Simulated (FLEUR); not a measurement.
**Worked example: self-consistent single point of CaF2 (Fm-3m, 3 atoms in the cell) in FLEUR**

Level of theory: FLEUR with PBE, all-electron FLAPW (FLEUR), scalar-relativistic valence.

The input file:

Input of the input generator:

```
CaF2 FLAPW
&input film=f /
0.0000000000 2.6904530000 2.6904530000
2.6904530000 0.0000000000 2.6904530000
2.6904530000 2.6904530000 -0.0000000000
1.8897261246
1.0 1.0 1.0

3
20 0.0000000000 0.0000000000 0.0000000000
9 0.7500000000 0.7500000000 0.7500000000
9 0.2500000000 0.2500000000 0.2500000000

&comp jspins=1 /
&kpt div1=11 div2=11 div3=11 /
&end /
```

```xml
<?xml version="1.0" encoding="UTF-8" standalone="no"?>
<fleurInput fleurInputVersion="0.39">
   <comment>
      CaF2 FLAPW                                                                                          
   </comment>
   <calculationSetup>
      <cutoffs Kmax="4.1" Gmax="16.4" GmaxXC="16.4" numbands="0"/>
      <scfLoop itmax="60" minDistance="0.00001" maxIterBroyd="25" imix="Anderson" alpha="0.05" precondParam="0.0" spinf="2.0"/>
      <coreElectrons ctail="T" frcor="F" kcrel="0" coretail_lmax="0"/>
      <xcFunctional name="pbe" relativisticCorrections="F"/>
      <magnetism jspins="1"/>
      <soc l_soc="F" theta="0.0" phi="0.0" spav="F"/>
      <expertModes spex="0" secvar="F"/>
      <geometryOptimization l_f="T" forcealpha="1.0" forcemix="BFGS" epsdisp="0.00001" epsforce="0.00001"/>
      <ldaU l_linMix="F" mixParam="0.05" spinf="1.0"/>
   </calculationSetup>
   <cell>
      <bzIntegration valenceElectrons="24.0" mode="hist" fermiSmearingEnergy="0.0001">
         <kPointListSelection listName="default-1"/>
         <!-- k-points included here -->
         <xi:include xmlns:xi="http://www.w3.org/2001/XInclude" href="kpts.xml"> </xi:include>
      </bzIntegration>
      <!-- symmetry operations included here -->
      <xi:include xmlns:xi="http://www.w3.org/2001/XInclude" href="sym.xml"> </xi:include>
      <bulkLattice scale="1.0">
         <bravaisMatrix>
            <row-1>    0.0000000000000000     5.0842193211084439     5.0842193211084439</row-1>
            <row-2>    5.0842193211084439     0.0000000000000000     5.0842193211084439</row-2>
            <row-3>    5.0842193211084439     5.0842193211084439     0.0000000000000000</row-3>
         </bravaisMatrix>
      </bulkLattice>
   </cell>
   <atomSpecies>
      <species name="Calcium (Ca)" element="Ca" atomicNumber="20">
         <mtSphere radius="2.57" gridPoints="905" logIncrement="0.013"/>
         <atomicCutoffs lmax="10" lnonsphr="8"/>
         <electronConfig flipSpins="F">
            <coreConfig>(1s1/2) (2s1/2) (2p1/2) (2p3/2)</coreConfig>
            <valenceConfig>(3s1/2) (3p1/2) (3p3/2) (4s1/2)</valenceConfig>
         </electronConfig>
         <energyParameters s="4" p="4" d="3" f="4"/>
         <lo type="SCLO" l="0" n="3" eDeriv="0"/>
         <lo type="SCLO" l="1" n="3" eDeriv="0"/>
      </species>
      <species name="Fluorine (F)" element="F" atomicNumber="9">
         <mtSphere radius="1.45" gridPoints="513" logIncrement="0.021"/>
         <atomicCutoffs lmax="6" lnonsphr="4"/>
         <electronConfig flipSpins="F">
            <coreConfig>(1s1/2)</coreConfig>
            <valenceConfig>(2s1/2) (2p1/2) (2p3/2)</valenceConfig>
            <stateOccupation state="(2p1/2)" spinUp="0.8333333333333" spinDown="0.8333333333333"/>
            <stateOccupation state="(2p3/2)" spinUp="1.6666666666667" spinDown="1.6666666666667"/>
         </electronConfig>
         <energyParameters s="2" p="2" d="3" f="4"/>
      </species>
   </atomSpecies>
   <atomGroups>
      <atomGroup species="Calcium (Ca)">
         <relPos label="                   1">.0000000000 .0000000000 .0000000000</relPos>
         <force calculate="T" relaxXYZ="TTT"/>
      </atomGroup>
      <atomGroup species="Fluorine (F)">
         <relPos label="                   2">-1.000/4.000 -1.000/4.000 -1.000/4.000</relPos>
         <relPos label="                   3">1.000/4.000 1.000/4.000 1.000/4.000</relPos>
         <force calculate="T" relaxXYZ="TTT"/>
      </atomGroup>
   </atomGroups>
   <output dos="F" band="F" slice="F">
      <checks vchk="F" cdinf="F"/>
      <bandDOS minEnergy="-.5*Htr" maxEnergy="0.5*Htr" sigma="0.015" storeEVData="T"/>
      <vacuumDOS vacdos="F" integ="F" star="F" nstars="0" locx1="0.0" locy1="0.0" locx2="0.0" locy2="0.0" nstm="0" tworkf="0.0"/>
      <unfoldingBand unfoldBand="F" supercellX="1" supercellY="1" supercellZ="1"/>
      <plotting iplot="0" polar="F">
         <plot TwoD="T" vec1="  1.0  0.0  0.0" vec2="  0.0  1.0  0.0" vec3="  0.0  0.0  1.0" zero="  0.0  0.0  0.0" file="plot"/>
      </plotting>
      <chargeDensitySlicing numkpt="0" minEigenval="0.0" maxEigenval="0.0" nnne="0" pallst="F"/>
      <specialOutput eonly="F"/>
      <magneticCircularDichroism mcd="F" energyLo="-10.0" energyUp="0.0"/>
   </output>
  <!-- We include the file relax.xml here to enable relaxations (see documentation) -->
  <xi:include xmlns:xi="http://www.w3.org/2001/XInclude" href="relax.xml"> <xi:fallback/> </xi:include>
</fleurInput>
```

The program printed (abridged):

```
      Welcome to FLEUR        (www.flapw.de)
      MaX-Release 8.1          (www.max-centre.eu)

 ========== k-point set info ==========
 Selected k-point list: default-1
 k-point list type: mesh
 11 x 11 x 11
 Number of k points: 56

 ------------Calculation Setup---------------------------
           1           2           4           7           8          14          28          56
 Number of basis functions:          349
 Iteration:     1   Distance:      13.56678397 me/bohr^3
 Iteration:     2   Distance:      11.81307005 me/bohr^3
 Iteration:     3   Distance:       5.69631400 me/bohr^3
 Iteration:     4   Distance:       3.83711485 me/bohr^3
 Iteration:     5   Distance:       0.66182146 me/bohr^3
 Iteration:     6   Distance:       0.27563896 me/bohr^3
   [... 3 lines left out ...]
 Iteration:    10   Distance:       0.00320458 me/bohr^3
 Iteration:    11   Distance:       0.00183454 me/bohr^3
 Iteration:    12   Distance:       0.00032065 me/bohr^3
 Iteration:    13   Distance:       0.00023510 me/bohr^3
 Iteration:    14   Distance:       0.00000419 me/bohr^3

 Run finished successfully
 Stop message:
   Structural relaxation: Done

[file out, last iteration]
             iter=     15
          p o t e n t i a l   g e n e r a t o r
[...]
          integral of pseudo charge density inside the slab=        0.000000   0.000000
     coulomb potential in the interstitial region:
          density-coulomb potential integrals
          total density-coulomb potenti    -1304.9031616998
          density-effective potential integrals for spin  1
          total density-effective poten   -1.3786612261E+03
          charge density-energy density integrals
          total charge density-energy d   -5.7096557095E+01
 Updated energy parameters for spin:           1
  Atom    1 4s branch from -1.21 to  2.13 htr. ; e_l =  0.2463
  Atom    1 4p branch from -0.47 to  2.57 htr. ; e_l =  0.3512
  Atom    1 3d branch from -9.99 to  0.67 htr. ; e_l =  0.3601
  Atom    1 4f branch from -9.99 to  2.69 htr. ; e_l =  0.6133
  Atom    1 3s branch from-14.73 to -1.21 htr. ; e_l(l -1.2470
  Atom    1 3p branch from-11.81 to -0.47 htr. ; e_l(l -0.5501
  Atom    2 2s branch from-23.89 to  0.15 htr. ; e_l = -0.6951
  Atom    2 2p branch from -9.99 to  0.79 htr. ; e_l = -0.0696
  Atom    2 3d branch from -9.99 to  5.64 htr. ; e_l =  0.2933
  Atom    2 4f branch from -9.99 to  9.90 htr. ; e_l =  0.4535
[...]
 fermi energy and band-weighting factors:
at   0.45455   0.45455   0.45455   k-weight:    0.006011
   19 eigenvalues :
   -1.247541   -0.679856   -0.660868   -0.550046   -0.550046   -0.530241    0.004832    0.004832
    0.013977    0.017040    0.032738    0.032738    0.420172    0.420172    0.435715    0.473676
    0.482726    0.482726    0.595805
   [... 2 blocks of this kind left out ...]

[...]
FERMIE:
          first approx. to ef    (T=0)  :   0.064562 htr   (energy of the highest occ. eigenvalue)
          number of occ. states  (T=0)  :        672
          first approx. to seigv (T=0)  :  -8.206686 htr
          sum of weights of occ. states :  12.000000
          sum of semicore charge        :   0.000000 e
FERHIS:  Fermi-Energy by histogram:
          bandgap                     :   0.283210 htr
          charge neutrality (T=0)     :   0.000000    (zero if the highest occ. eigenvalue is "entirely" occupied)
          no eigenvalues within 8 tkb of ef reverts to the t=0 k method.
          number of occ. states       :       672
          sum of the valence weights  :   12.000000
          entropy         :   0.000000 *kb htr/K =   0.00000 htr/K
          sum of val. single particle energies:        -8.2066858590 htr
 Direct bandgap for spin            1 :   0.29520250850021151       Htr
 at k-point           56  with k-vector    0.0000000000000000        0.0000000000000000        0.0000000000000000
          valence density: spin= 1
[...]
     l-like charge
     atom     s        p        d        f        total
 -->  1    2.07237  6.00643  0.30506  0.05889    8.47052
 -->  2    1.65638  4.18823  0.00151  0.00022    5.84638
          total charge for spin  1=   24.000000
          interst. charge =       3.836721
          mt charge=              8.470520    5.846379
          total charge  =   24.000000
          z= 20.     r(1)=  0.202351E-04     dx= 0.013000     m.t.index= 905
               n    l     j    energy       weight
               1.   0.   0.5 -144.6291      2.0000
               2.   0.   0.5  -14.7333      2.0000
               2.   1.   0.5  -11.8974      2.0000
               2.   1.   1.5  -11.7619      4.0000
          atom type    1  (spin 1)
          kinetic energy=  0.640928721225E+03     sum of the eigenvalues= -0.389567216505E+03
          0.00000000  electrons lost from core.
          z=  9.     r(1)=  0.310337E-04     dx= 0.021000     m.t.index= 513
               n    l     j    energy       weight
               1.   0.   0.5  -23.8942      2.0000
          atom type    2  (spin 1)
          kinetic energy=  0.744807964354E+02     sum of the eigenvalues= -0.477884787951E+02
          0.00000006  electrons lost from core.
          total charge for spin  1=   38.000000
          interst. charge =       3.836721
          mt charge=             18.470520    7.846379
          total charge  =   38.000000
          zc=    38.000000     qfix=    1.000000
     t o t a l  e n e r g y
          sum of eigenvalues =              -493.3508599541
          density-coulomb potential int    -1304.9031616998
          density-effective potential i    -1378.6612261037
          charge density-ex.-corr.energ      -57.0965570949
          el.-nucl. inter. diff. m.t.        805.1477708754
          Madelung term for atom type:        -7.9268684039
          el.-nucl. inter. diff. m.t.        234.2974996740
          Madelung term for atom type:        -8.7962408729
 ---->    total energy=                     -880.4061516214 htr
 ---->    (input%tkb*entropy) TS=              0.0000000000 htr
 ---->    free energy=                      -880.4061516214 htr
      extrapolation for T->0
 ---->    total electron energy=            -880.4061516214 htr
 ***** TOTAL FORCES ON ATOMS *****
 TOTAL FORCE FOR ATOM TYPE=  1  X=  0.000   Y=  0.000   Z=  0.000
                       FX_TOT= 0.000000 FY_TOT= 0.000000 FZ_TOT= 0.000000
 TOTAL FORCE FOR ATOM TYPE=  2  X= -2.542   Y= -2.542   Z= -2.542
                       FX_TOT= 0.000000 FY_TOT= 0.000000 FZ_TOT= 0.000000
 Structural relaxation: Done
```

The run converged in 14 iterations. FLEUR gives forces in its relaxation mode, with a further iteration, so its stop message speaks of a relaxation.

The starting cell comes from a database of computed structures (which also holds hypothetical and non-ambient phases and stackings), without a prior relaxation at this level. Its lattice was rescaled by a random factor within 2.5 % of one. Values depend on the basis (sphere radii, cutoffs, local orbitals), which need not be converged.
